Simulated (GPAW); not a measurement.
# Does Ga15FeP16 (GaP32 Fe1) carry moments in GPAW?

Wanted: the moments of Ga15FeP16 (GaP32 Fe1) and the energy gained by spin polarisation.

Program: GPAW 26.7.0. Level of theory: PBE; plane waves with GPAW's PAW setups, scalar-relativistic. Results are calculated unless marked as measured.

## (1) The structure

It takes space group P-42m (No. 111, tetragonal). Conventional cell: a = 10.902 Å, b = 10.902 Å, c = 5.451 Å, α = 90.00°, β = 90.00°, γ = 90.00°. Fe has 4 P at 2.36 Å nearest. Nearest to P lie 3 Ga at 2.36 Å and 1 Fe at 2.36 Å. Nearest to Ga lie 4 P at 2.36 Å. P has 4 Ga at 2.36 Å nearest. Nearest to P lie 4 Ga at 2.36 Å. substitutional dopants on the host's lattice, its constants typed without a cited source, atoms not relaxed. Farther neighbours are not listed.

The cell is a made-up one and need not be a known phase.

## (2) Start 1: ferro +

Parallel moments need no larger cell; this start tests for a ferromagnetic state only.

Input file order1.py:

```python
import json
import numpy as np
from ase import Atoms
from ase.parallel import paropen, parprint
from gpaw import GPAW

atoms = Atoms(['Fe', 'P', 'Ga', 'P', 'Ga', 'P', 'Ga', 'P', 'Ga', 'P', 'Ga', 'P', 'Ga', 'P', 'Ga', 'P', 'Ga', 'P', 'Ga', 'P', 'Ga', 'P', 'Ga', 'P', 'Ga', 'P', 'Ga', 'P', 'Ga', 'P', 'Ga', 'P'],
    cell=[[10.902, 0.0, 0.0],
         [0.0, 10.902, 0.0],
         [0.0, 0.0, 5.451]],
    scaled_positions=[[0.0, 0.0, 0.0],
         [0.125, 0.125, 0.25],
         [0.0, 0.25, 0.5],
         [0.125, 0.375, 0.75],
         [0.25, 0.0, 0.5],
         [0.375, 0.125, 0.75],
         [0.25, 0.25, 0.0],
         [0.375, 0.375, 0.25],
         [0.0, 0.5, 0.0],
         [0.125, 0.625, 0.25],
         [0.0, 0.75, 0.5],
         [0.125, 0.875, 0.75],
         [0.25, 0.5, 0.5],
         [0.375, 0.625, 0.75],
         [0.25, 0.75, 0.0],
         [0.375, 0.875, 0.25],
         [0.5, 0.0, 0.0],
         [0.625, 0.125, 0.25],
         [0.5, 0.25, 0.5],
         [0.625, 0.375, 0.75],
         [0.75, 0.0, 0.5],
         [0.875, 0.125, 0.75],
         [0.75, 0.25, 0.0],
         [0.875, 0.375, 0.25],
         [0.5, 0.5, 0.0],
         [0.625, 0.625, 0.25],
         [0.5, 0.75, 0.5],
         [0.625, 0.875, 0.75],
         [0.75, 0.5, 0.5],
         [0.875, 0.625, 0.75],
         [0.75, 0.75, 0.0],
         [0.875, 0.875, 0.25]],
    pbc=True,
    magmoms=[4.0, 0.0, 0.0, 0.0, 0.0, 0.0, 0.0, 0.0, 0.0, 0.0, 0.0, 0.0, 0.0, 0.0, 0.0, 0.0, 0.0, 0.0, 0.0, 0.0, 0.0, 0.0, 0.0, 0.0, 0.0, 0.0, 0.0, 0.0, 0.0, 0.0, 0.0, 0.0])
atoms.calc = GPAW(mode={'name': 'pw', 'ecut': 450},
    xc='PBE',
    kpts={'size': (3, 3, 5), 'gamma': True},
    occupations={'name': 'fermi-dirac', 'width': 0.05},
    convergence={'density': 1e-05, 'energy': 1e-05},
    maxiter=200,
    mixer={'name': 'pulay', 'beta': 0.05, 'nmaxold': 6, 'weight': 50},
    symmetry={'tolerance': 1e-4},
    txt='order1.txt')
e = atoms.get_potential_energy(force_consistent=True)
res = {'free_energy': e, 'energy_sigma0': atoms.get_potential_energy(), 'fermi_energy': atoms.calc.get_fermi_level()}
res['moments'] = atoms.get_magnetic_moments().tolist()
res['total'] = atoms.get_magnetic_moment()
parprint('site moments (muB):', np.round(res['moments'], 3))
parprint(f"total moment: {res['total']:.3f} muB")
parprint(f'free energy: {e:.6f} eV')
atoms.calc.write('order1.gpw')
with paropen('results.json', 'w') as f:
    json.dump(res, f)
```

On the command line:

```bash
$ OMP_NUM_THREADS=1 mpirun -n 4 gpaw python order1.py > order1.log
```

Numbers of over 12 decimals in the logs are rounded to 6 here.

Output:

```text
site moments (muB): [3.181e+00 4.900e-02 2.000e-02 1.000e-02 2.000e-02 1.000e-02 1.100e-02
 8.000e-03 7.000e-03 1.000e-02 2.000e-02 4.900e-02 1.000e-03 8.000e-03
 1.100e-02 1.000e-02 7.000e-03 1.000e-02 1.000e-03 8.000e-03 2.000e-02
 4.900e-02 1.100e-02 1.000e-02 6.000e-03 8.000e-03 1.000e-03 1.000e-02
 1.000e-03 1.000e-02 1.100e-02 4.900e-02]
total moment: 4.607 muB
free energy: -148.973500 eV

--- order1.txt ---
Input parameters:
  mode=PW(ecut=450),
  convergence={'density': 1e-05, 'energy': 1e-05},
  kpts=MonkhorstPack(size=(3, 3, 5), gamma=True),
  maxiter=200,
  mixer=Pulay(name='pulay', nmaxold=6, beta=0.05, weight=50, sigma=0.015, g_ss=None),
  occupations=Occupations(name='fermi-dirac', width=0.05),
  symmetry=Symmetry(tolerance=0.0001),
  xc=XC(name='PBE')

Diagonalizing LCAO Hamiltonian
Converting LCAO to pw mode
        .--------------------------.
       /|                          |
      / |                          |
     /  |  P            P          |
    /   |      P             P     |
   /  Ga|           Ga             |
  /    P|        P   P         P   |
 *      .--Ga------------Ga--------.
 |     / P  P         P   P       /
 | Ga /      Ga Ga         Ga    /
 |   /        P            P    /
 |  /P  Ga        GP Ga        /
 | /      Ga           Ga     /
 |/                          /
 Fe-----------Ga------------*

Atoms  # Å, Bohr magnetons
|    | symbol |        x |        y |        z |    initial magnetic moments |
|----|--------|----------|----------|----------|-----------------------------|
|  0 |     Fe | 0.000000 | 0.000000 | 0.000000 | ( 0.0000,  0.0000,  4.0000) |
|  1 |      P | 1.362750 | 1.362750 | 1.362750 | ( 0.0000,  0.0000,  0.0000) |
|  2 |     Ga | 0.000000 | 2.725500 | 2.725500 | ( 0.0000,  0.0000,  0.0000) |
|  3 |      P | 1.362750 | 4.088250 | 4.088250 | ( 0.0000,  0.0000,  0.0000) |
|  4 |     Ga | 2.725500 | 0.000000 | 2.725500 | ( 0.0000,  0.0000,  0.0000) |
|  5 |      P | 4.088250 | 1.362750 | 4.088250 | ( 0.0000,  0.0000,  0.0000) |
|  6 |     Ga | 2.725500 | 2.725500 | 0.000000 | ( 0.0000,  0.0000,  0.0000) |
|  7 |      P | 4.088250 | 4.088250 | 1.362750 | ( 0.0000,  0.0000,  0.0000) |
|  8 |     Ga | 0.000000 | 5.451000 | 0.000000 | ( 0.0000,  0.0000,  0.0000) |
|  9 |      P | 1.362750 | 6.813750 | 1.362750 | ( 0.0000,  0.0000,  0.0000) |
| 10 |     Ga | 0.000000 | 8.176500 | 2.725500 | ( 0.0000,  0.0000,  0.0000) |
| 11 |      P | 1.362750 | 9.539250 | 4.088250 | ( 0.0000,  0.0000,  0.0000) |
| 12 |     Ga | 2.725500 | 5.451000 | 2.725500 | ( 0.0000,  0.0000,  0.0000) |
| 13 |      P | 4.088250 | 6.813750 | 4.088250 | ( 0.0000,  0.0000,  0.0000) |
| 14 |     Ga | 2.725500 | 8.176500 | 0.000000 | ( 0.0000,  0.0000,  0.0000) |
| 15 |      P | 4.088250 | 9.539250 | 1.362750 | ( 0.0000,  0.0000,  0.0000) |
| 16 |     Ga | 5.451000 | 0.000000 | 0.000000 | ( 0.0000,  0.0000,  0.0000) |
| 17 |      P | 6.813750 | 1.362750 | 1.362750 | ( 0.0000,  0.0000,  0.0000) |
| 18 |     Ga | 5.451000 | 2.725500 | 2.725500 | ( 0.0000,  0.0000,  0.0000) |
| 19 |      P | 6.813750 | 4.088250 | 4.088250 | ( 0.0000,  0.0000,  0.0000) |
| 20 |     Ga | 8.176500 | 0.000000 | 2.725500 | ( 0.0000,  0.0000,  0.0000) |
| 21 |      P | 9.539250 | 1.362750 | 4.088250 | ( 0.0000,  0.0000,  0.0000) |
| 22 |     Ga | 8.176500 | 2.725500 | 0.000000 | ( 0.0000,  0.0000,  0.0000) |
| 23 |      P | 9.539250 | 4.088250 | 1.362750 | ( 0.0000,  0.0000,  0.0000) |
| 24 |     Ga | 5.451000 | 5.451000 | 0.000000 | ( 0.0000,  0.0000,  0.0000) |
| 25 |      P | 6.813750 | 6.813750 | 1.362750 | ( 0.0000,  0.0000,  0.0000) |
| 26 |     Ga | 5.451000 | 8.176500 | 2.725500 | ( 0.0000,  0.0000,  0.0000) |
| 27 |      P | 6.813750 | 9.539250 | 4.088250 | ( 0.0000,  0.0000,  0.0000) |
| 28 |     Ga | 8.176500 | 5.451000 | 2.725500 | ( 0.0000,  0.0000,  0.0000) |
| 29 |      P | 9.539250 | 6.813750 | 4.088250 | ( 0.0000,  0.0000,  0.0000) |
| 30 |     Ga | 8.176500 | 8.176500 | 0.000000 | ( 0.0000,  0.0000,  0.0000) |
| 31 |      P | 9.539250 | 9.539250 | 1.362750 | ( 0.0000,  0.0000,  0.0000) |

Unit cell  # Å
| periodic |         x |         y |        z |   lengths |    angles |
|----------|-----------|-----------|----------|-----------|-----------|
|      yes | 10.902000 |  0.000000 | 0.000000 | 10.902000 | 90.000000 |
|      yes |  0.000000 | 10.902000 | 0.000000 | 10.902000 | 90.000000 |
|      yes |  0.000000 |  0.000000 | 5.451000 |  5.451000 | 90.000000 |

Number of symmetries: 8

BZ-sampling:
  Number of BZ points: 45
  Number of IBZ points: 9

  Monkhorst-Pack size: [3, 3, 5]
  Monkhorst-Pack shift: [0, 0, 0]

K-points  # in reciprocal-cell coordinates
|   |                                coordinates |     weight |
|---|--------------------------------------------|------------|
| 0 | (  0.00000000,   0.00000000,   0.00000000) | 0.02222222 |
| 1 | (  0.00000000,   0.00000000,   0.20000000) | 0.04444444 |
| 2 | (  0.00000000,   0.00000000,   0.40000000) | 0.04444444 |
| 3 | (  0.33333333,   0.00000000,   0.00000000) | 0.08888889 |
| 4 | (  0.33333333,   0.00000000,   0.20000000) | 0.17777778 |
| 5 | (  0.33333333,   0.00000000,   0.40000000) | 0.17777778 |
| 6 | (  0.33333333,   0.33333333,   0.00000000) | 0.08888889 |
| 7 | (  0.33333333,   0.33333333,   0.20000000) | 0.17777778 |
| 8 | (  0.33333333,   0.33333333,   0.40000000) | 0.17777778 |

Plane wave coefficients: 14089
Cutoff: 450.000000 eV

Spin-components: 2 (collinear spins)
Bands:           87
Projectors:      161
Spin-degeneracy: 1
Datatype:        complex128

Parallelization:
  kpt:    4
  domain: 1
  band:   1

Density:
  Valence electrons: 133.0
  Components: 2
  Grid points: [54 54 27]
  Charge: 0.0  # |e|

Potential:
  Grid points: [54 54 27]

species:
  Fe:
    name:    Iron
    Z:       26.0
    valence: 8
    core:    18
    charge:  0.0  # [|e|]
    compensation charges:
      type: gauss
      rc: 0.33  # [Å]
      lmax: 2
    cutoffs:
      filter: 2.06  # [Å]
      core: 2.67  # [Å]
    projectors
    | kind |    occ | energy [eV] | rcut [Å] |
    |------|--------|-------------|----------|
    |   4s |  2.000 |      -5.291 |    1.164 |
    |   4p |  0.000 |      -1.326 |    1.058 |
    |   3d |  6.000 |      -7.505 |    1.058 |
    |    s |        |      21.920 |    1.164 |
    |    p |        |      25.885 |    1.058 |
    |    d |        |      19.706 |    1.058 |

    Using partial waves for Fe as LCAO basis

  P:
    name:    Phosphorus
    Z:       15.0
    valence: 5
    core:    10
    charge:  0.0  # [|e|]
    compensation charges:
      type: gauss
      rc: 0.30  # [Å]
      lmax: 2
    cutoffs:
      filter: 1.69  # [Å]
      core: 1.81  # [Å]
    projectors
    | kind |    occ | energy [eV] | rcut [Å] |
    |------|--------|-------------|----------|
    |   3s |  2.000 |     -13.968 |    0.953 |
    |   3p |  3.000 |      -5.506 |    0.953 |
    |    s |        |      13.244 |    0.953 |
    |    p |        |      21.705 |    0.953 |
    |    d |        |       0.000 |    0.953 |

    Using partial waves for P as LCAO basis

  Ga:
    name:    Gallium
    Z:       31.0
    valence: 3
    core:    28
    charge:  0.0  # [|e|]
    compensation charges:
      type: gauss
      rc: 0.37  # [Å]
      lmax: 2
    cutoffs:
      filter: 2.06  # [Å]
      core: 4.17  # [Å]
    projectors
    | kind |    occ | energy [eV] | rcut [Å] |
    |------|--------|-------------|----------|
    |   4s |  2.000 |      -8.945 |    1.164 |
    |   4p |  1.000 |      -2.580 |    1.164 |
    |    s |        |      18.266 |    1.164 |
    |    p |        |      24.631 |    1.164 |
    |    d |        |       0.000 |    1.164 |

    Using partial waves for Ga as LCAO basis

Reference energy: -976736.146073  # eV

eigensolver:
  PPCG
  Converge bands: occupied
  niter=2

density mixing:
  Pulay-Mixer
  Linear mixing parameters: 0.05
  Old densities: 6
  Fourier metric: weight=50, sigma=0.015

occupation numbers:
  Fermi-Dirac:
    width: 0.0500  # eV

poisson solver:
  ecut: 3600.000000  # eV

xc functional:
  name: PBE with 2 nearest neighbor stencil

convergence criteria:
- Maximum integral of absolute [dens]ity change: 1e-05 electrons / valence electron
- Maximum [total energy] change in last 3 cyles: 1e-05 eV / valence electron
- Maximum integral of absolute [eigenst]ate change: 4e-08 eV^2 / valence electron
maximum number of iterations: 200

SCF iterations
|iter     |      energy | eigst |  dens |  magmom |
|---------|-------------|-------|-------|---------|
|iter:   1|       0s | -151.334150 | -0.21 |       |  +4.0087|
|iter:   2|      18s | -151.037509 | -1.56 | -0.82 |  +4.0440|
|iter:   3|      35s | -149.268150 | -1.83 | -0.87 |  +4.1902|
|iter:   4|      52s | -148.923072 | -1.60 | -1.04 |  +4.3630|
|iter:   5|      70s | -149.234219 | -2.26 | -1.29 |  +4.4910|
|iter:   6|      87s | -149.076512 | -2.83 | -1.47 |  +4.4999|
|iter:   7|     104s | -148.949545 | -2.53 | -1.64 |  +4.5159|
|iter:   8|     122s | -148.953445 | -3.55 | -2.15 |  +4.5321|
|iter:   9|     139s | -148.951796 | -4.27 | -2.37 |  +4.5403|
|iter:  10|     156s | -148.952511 | -5.00 | -2.49 |  +4.5463|
[... 14 iterations left out ...]
|iter:  25|     388s | -148.954546c| -7.53c| -4.19 |  +4.6022|
|iter:  26|     397s | -148.954539c| -7.77c| -4.38 |  +4.6022|
|iter:  27|     407s | -148.954566c| -7.53c| -4.44 |  +4.6038|
|iter:  28|     416s | -148.954571c| -8.19c| -4.66 |  +4.6042|
|iter:  29|     425s | -148.954574c| -8.49c| -4.68 |  +4.6044|
|iter:  30|     435s | -148.954604c| -7.65c| -4.70 |  +4.6062|
|iter:  31|     444s | -148.954590c| -7.80c| -4.93 |  +4.6053|
|iter:  32|     453s | -148.954589c| -8.91c| -4.83 |  +4.6053|
|iter:  33|     462s | -148.954606c| -7.95c| -4.83 |  +4.6064|
|iter:  34|     470s | -148.954609c| -8.60c| -5.01c|  +4.6066|

Converged in 34 steps
Energy contributions relative to reference atoms: (reference = -976736.146073)

Energy contributions:
  Kinetic:         380.225768
  Coulomb:        -334.709294
  Zero:              0.312395
  External:          0.000000
  Xc:             -194.764586
  Entropy:          -0.037783
  Spinorbit:         0.000000
  ----------------------------
  Free energy:    -148.973500
  Extrapolated:   -148.954609

dipole moment: (-110.021980, -110.021980, -110.565724)  # |e|*Ang

Total magnetic moment: (0.000000, 0.000000, 4.606584)

Local magnetic moments
|        x |        y |        z |
|----------|----------|----------|
| 0.000000 | 0.000000 | 3.180767 |  # Fe   0
| 0.000000 | 0.000000 | 0.048926 |  # P    1
| 0.000000 | 0.000000 | 0.020467 |  # Ga   2
| 0.000000 | 0.000000 | 0.010108 |  # P    3
| 0.000000 | 0.000000 | 0.020467 |  # Ga   4
| 0.000000 | 0.000000 | 0.010108 |  # P    5
| 0.000000 | 0.000000 | 0.010596 |  # Ga   6
| 0.000000 | 0.000000 | 0.008459 |  # P    7
| 0.000000 | 0.000000 | 0.007145 |  # Ga   8
| 0.000000 | 0.000000 | 0.010108 |  # P    9
| 0.000000 | 0.000000 | 0.020467 |  # Ga  10
| 0.000000 | 0.000000 | 0.048926 |  # P   11
| 0.000000 | 0.000000 | 0.000819 |  # Ga  12
| 0.000000 | 0.000000 | 0.008459 |  # P   13
| 0.000000 | 0.000000 | 0.010596 |  # Ga  14
| 0.000000 | 0.000000 | 0.010108 |  # P   15
[...]
| 0.000000 | 0.000000 | 0.010596 |  # Ga  22
| 0.000000 | 0.000000 | 0.010108 |  # P   23
| 0.000000 | 0.000000 | 0.006477 |  # Ga  24
| 0.000000 | 0.000000 | 0.008459 |  # P   25
| 0.000000 | 0.000000 | 0.000819 |  # Ga  26
| 0.000000 | 0.000000 | 0.010108 |  # P   27
| 0.000000 | 0.000000 | 0.000819 |  # Ga  28
| 0.000000 | 0.000000 | 0.010108 |  # P   29
| 0.000000 | 0.000000 | 0.010596 |  # Ga  30
| 0.000000 | 0.000000 | 0.048926 |  # P   31

Fermi level: 5.080
Eigenvalues  # (at kpt = [0.000, 0.000, 0.000])
| band index |      eig [eV] | occ [0-1] |      eig [eV] | occ [0-1] |
|------------|---------------|-----------|---------------|-----------|
|          0 |        -7.514 |     1.000 |        -7.480 |     1.000 |
|        ... |               |           |               |           |
|         58 |         3.326 |     1.000 |         3.634 |     1.000 |
|         59 |         3.409 |     1.000 |         3.634 |     1.000 |
|         60 |         3.409 |     1.000 |         3.755 |     1.000 |
|         61 |         3.710 |     1.000 |         4.528 |     1.000 |
|         62 |         3.821 |     1.000 |         4.590 |     1.000 |
|         63 |         3.841 |     1.000 |         4.590 |     1.000 |
|         64 |         4.122 |     1.000 |         5.065 |     0.578 |
|         65 |         4.122 |     1.000 |         5.085 |     0.475 |
|         66 |         5.171 |     0.139 |         5.933 |     0.000 |
|         67 |         5.205 |     0.076 |         6.038 |     0.000 |
|         68 |         5.205 |     0.076 |         6.038 |     0.000 |
|         69 |         6.676 |     0.000 |         6.796 |     0.000 |
|         70 |         6.676 |     0.000 |         6.796 |     0.000 |
|         71 |         6.689 |     0.000 |         6.818 |     0.000 |
|         72 |         6.783 |     0.000 |         6.819 |     0.000 |
|        ... |               |           |               |           |
|         86 |         8.774 |     0.000 |         8.878 |     0.000 |

No gap
No difference between direct/indirect transitions
```

The job ended after 8.3 min (4 MPI ranks of Arm Neoverse V1, shared host; peak memory 2 GiB).

Spin moment in the augmentation sphere by element, in μB:

```tsv
element	atoms	mean	spread (r.m.s.)	least	largest
Fe	1	3.18	0.00	3.18	3.18
P	16	0.02	0.02	0.01	0.05
Ga	15	0.01	0.01	0.00	0.02
```

The atoms farthest from the mean of their element:

```tsv
atom	x, y, z (Å)	spin moment in the augmentation sphere (μB)
P2	1.36, 1.36, 1.36	0.05
P12	1.36, 9.54, 4.09	0.05
P32	9.54, 9.54, 1.36	0.05
P22	9.54, 1.36, 4.09	0.05
P20	6.81, 4.09, 4.09	0.01
P26	6.81, 6.81, 1.36	0.01
P14	4.09, 6.81, 4.09	0.01
P8	4.09, 4.09, 1.36	0.01
```

Read from the output:

```yaml
magnetization: 4.607 μB
final_state: ferromagnetic
```

After 34 cycles the largest moment stands at 3.18 μB.

(Continued in part 2 of 2.)

[Logs and program files are shortened in this print: banners, set-up blocks, solver, clock and traceback lines can be left out without a mark of their own.]

[Logs are printed without paths, hosts, clocks, repeated set-up lines and the standing remarks that a program may print on its own settings, such as how far it seeks lower states.]

[Hosts, paths, dates, database ids (printed as entryN), source tags and the programs' standing remarks are cut or masked in the printed files.]

[Where a cell is said to come from a database of computed structures, the database is the Materials Project.]
